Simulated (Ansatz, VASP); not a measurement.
One calculation of CdTe, two programs

```
Cd Te
1.0
     0.00000    3.22623    3.22623
     3.22623    0.00000    3.22623
     3.22623    3.22623    0.00000
Cd Te
1 1
Direct
  0.00000 0.00000 0.00000
  0.75000 0.75000 0.75000
```

Change from the starting cell: volume scaled by 1.02.

Alike in both runs: task single point; functional PBE; k mesh 9 × 9 × 9; occupations fermi-dirac, width 0.08 eV; no spin polarisation.

```csv
,VASP,Ansatz
version,VASP 6.6.1,Ansatz 0.2.0
potentials or method,"VASP PAW PBE potentials, release 64 (Cd, Te), cutoff 520 eV","all-electron LAPW, scalar-relativistic"
```

|  | VASP | Ansatz | Ansatz less VASP |
| --- | --- | --- | --- |
| pressure (GPa) | 3.4 | 3.2 | -0.13 |

Ansatz ran all-electron here, so the differences hold the error of VASP's frozen core and of both bases.
